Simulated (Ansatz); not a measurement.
input.yaml (Ansatz)

```yaml
crystal:
  lattice:
    - [2.7097889313, 0.0, 0.0]
    - [-1.3548944657, 2.3467460534, 0.0]
    - [0.0, 0.0, 4.5669492926]
  atoms:
    - { symbol: Si, position: [0.3333333333, 0.6666666667, 0.25] }
    - { symbol: Si, position: [0.6666666667, 0.3333333333, 0.75] }
hamiltonian:
  xc: revpbe
  pseudopotentials:
    kind: paw
    azcp:
      Si: "pseudopotentials/Si.paw.azcp"
basis:
  ecutwfc: 420
  fft_grid_basis: typed
kpoints:
  mp_grid: { grid: [22, 22, 11], shift: [0, 0, 0] }
magnetization:
  spin_polarized: false
scf:
  occupations: { method: fermi_dirac, width: 0.1 }
```

Terminal output

```
Engine: ansatz 0.2.0, aarch64-unknown-linux-gnu
Pseudopotentials: kind: paw
Pseudopotential: Si, paw, valence charge 4, recommended cutoff 420 eV (normal) 
Functional definition: revPBE
  parameter kappa = 1.245
  parameter beta = 0.06672455060314922
  exchange = pbe_x(kappa = kappa, mu = beta*pi^2/3)
  correlation = pbe_c(beta = beta)
Crystal: 2 atoms, lattice volume = 29.042 Å³
Basis set: ecut = 420 eV, 573 PW (Γ)
Bands: 8, of which v1, the nominal top of the filled ones, is band 4 counted from 1 (3 counted from 0)
Symmetry: 24 space group operations
Space group: P63/mmc (ITA 194), of the structure as read, at distance tolerance 3.1e-5 Å
k-points: 312 of 5324
Non-local potential: Si, projectors of the file, l = 0: 2, l = 1: 2, l = 2: 2
PAW form: soft (Blöchl's): semilocal exchange-correlation on the pseudo side does not see the compensation charge
PAW frozen core: Si, regenerated for the run's functional, and the local potential with it (the file was generated under x = pbe(κ = 0.804, μ = 0.2195149727645171), c = pbe(β = 0.06672455060314922))
PAW one-centre angular grid: Si, 110 points (default); XC on 64 Gauss nodes
Initial density: superposition of atomic densities (neutral atoms: chi_scale 0, normalization atom), corrected by the library's trained network
Initial wavefunctions: pseudopotential atomic-orbital guess
Functional: x = revpbe(κ = 1.245, μ = 0.2195149727645171), c = pbe(β = 0.06672455060314922)
SCF iter   1: F=—  HF=-1275.020223 eV  |F-HF|=—  |Δ(HF+E_count)|=         —  Δρ=4.01e-3  dr2=3.33e-3  ethr=1.77e-3  ⟨swp⟩=5.1  Hψ=18977  notcnv=0
SCF iter   2: F=—  HF=-1275.020200 eV  |F-HF|=—  |Δ(HF+E_count)|=   2.28e-5  Δρ=2.48e-3  dr2=1.31e-3  ethr=4.16e-5  ⟨swp⟩=1.0  Hψ=5006  notcnv=0
SCF iter   3: F=—  HF=-1275.020062 eV  |F-HF|=—  |Δ(HF+E_count)|=   1.38e-4  Δρ=8.29e-5  dr2=5.97e-7  ethr=1.64e-5  ⟨swp⟩=2.0  Hψ=3703  notcnv=0
SCF iter   4: F=—  HF=-1275.020063 eV  |F-HF|=—  |Δ(HF+E_count)|=   7.85e-7  Δρ=1.32e-5  dr2=4.74e-8  ethr=7.46e-9  ⟨swp⟩=2.0  Hψ=3768  notcnv=0
iter 5 did not close the SCF: its close was put off for the readings that it lacked (scf_convergence_deferred on its scf_iter line)
SCF iter   5: F=-1275.020063 eV  HF=-1275.020063 eV  |F-HF|=2.24e-10  |Δ(HF+E_count)|=   2.44e-9  Δρ=2.63e-6  dr2=1.13e-9  ethr=5.93e-10  ⟨swp⟩=2.0  Hψ=3652  notcnv=0
SCF iter   6: F=-1275.020063 eV  HF=-1275.020063 eV  |F-HF|=4.55e-13  |Δ(HF+E_count)|=  2.76e-10  Δρ=1.65e-7  dr2=3.29e-12  ethr=1.41e-11  ⟨swp⟩=1.0  Hψ=7217  notcnv=0
SCF 1 converged in 6 iterations: F = -1275.020063 eV  dr2 = 3.29e-12
SCF converged after 6 iterations
Free energy (F): -1275.020063 eV
Harris-Foulkes:  -1275.020063 eV  (|F-HF|=4.55e-13)
Internal energy: -1274.991323 eV  (E = F + TS)
E sigma→0 (E₀):  -1275.005693 eV
Entropy (-TS):   -0.028740 eV (-14.370 meV/atom)
Fermi energy:    10.755764 eV
--- Per-component energies (eV) ---
  E_band       = 40.387371
  E_kinetic    = 81.672713
  E_local      = 6.114633  (includes V_loc(G=0)·N_el)
  E_nonlocal   = 49.590012
  E_hartree    = 0.831212
  E_xc         = -112.000856
  E_vxc        = -95.356446  (∫ρ·V_xc dr)
  E_paw        = -1028.448736  (= ΣΔE_a)
  E_vpaw       = -3.295979  (= ΣTr[D̂ρ^β])
  E_aug_tail   = 0.000015  (compensation charges beyond the density's cutoff)
  E_ewald      = -272.712385
  E_core_change = -0.037931  (= ΣΔE_core)
  E_smearing   = -0.028740  (= −TS)
  E_closure    = 0.000000  (closes the sum)
  Σ components = -1275.020063   (vs F -1275.020063, Δ=0.00e0)
```

Launched by

```sh
ansatz run input.yaml --threads 2 --pin off --max-ram 5120MiB --backend cpu --events-out ev --progress --plain --runs-dir out
```

On 2 threads of Arm Neoverse V2 (shared host) this took about 1.6 s of wall time and 3 s of CPU time.
